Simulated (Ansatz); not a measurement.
SiO2: Hf on a Si site

Level of theory: PBEsol, no spin polarisation, scalar-relativistic; Ansatz, plane waves to 420 eV (PAW set soft_2), k-mesh 2×2×2 shifted by half a step.

The relaxed host crystal (Kohn–Sham gap 5.82 eV):

```
CELL_PARAMETERS angstrom
-2.49087 2.49087 3.66771
2.49087 -2.49087 3.66771
2.49087 2.49087 -3.66771
ATOMIC_POSITIONS crystal
Si 0.00000 0.00000 0.00000
Si 0.75000 0.25000 0.50000
O 0.37500 0.22143 0.34643
O 0.97143 0.62500 0.84643
O 0.77857 0.12500 0.15357
O 0.87500 0.02857 0.65357
```

Supercell of 24 atoms, rows of the matrix [[1,1,2],[-1,1,0],[-1,-1,0]] times the cell vectors; Hf on a Si site at (0.000, 0.000, 0.000) in fractions of the cell above. Atoms are relaxed at the host's cell. The cell loses 1 of its 8 Si, so this is a heavily doped crystal.

Distances from the Hf atom (Å), by shell of the perfect crystal:

```csv
shell,perfect crystal,"relaxed, charge 0"
4 O,1.62,1.93
4 Si,3.09,3.20
```

```tsv
charge	gap of the cell on the mesh (eV)	carriers
0	6.57	none in the bands
```

On this mesh the host's own supercell has a gap of 6.78 eV.

Formation energy of the neutral defect: -0.49 eV, taking atoms from and to the elements' standard states (no corrections for gases), so it belongs to those chemical potentials alone.

A negative value doesn't mean that the atoms enter by themselves: with the elements as reservoirs, compounds of them would form first.

Caveats: semilocal functionals make gaps too small, which shifts levels too; small supercell, so energies and levels can be off by tenths of an eV; the atoms kept the symmetry of the start, so a distorted state could lie lower.

Hafnium replaces silicon as an isovalent cation: both are formally tetravalent, so the neutral cell has filled valence bands and no carriers. The main response is one of size. The nearest oxygens move out from 1.62 to 1.93 Å, as expected for the larger Hf ion, while the silicon shell moves only from 3.09 to 3.20 Å. This suggests that the flexible Hf–O–Si bridges bend and take up much of the misfit, sparing the stiff Si–O bonds.

The negative formation energy fits the stronger affinity of hafnium for oxygen, which evidently outweighs the cost of straining the network and of holding Hf in a site made for a much smaller ion.

On the same mesh the gap narrows only slightly, from 6.78 to 6.57 eV. Empty Hf 5d states mixing into the conduction-band edge are a probable cause, though local strain could also contribute. Because this mesh misses the host's narrower gap of 5.82 eV, the comparison doesn't settle whether Hf introduces a separate level below the true conduction-band minimum.
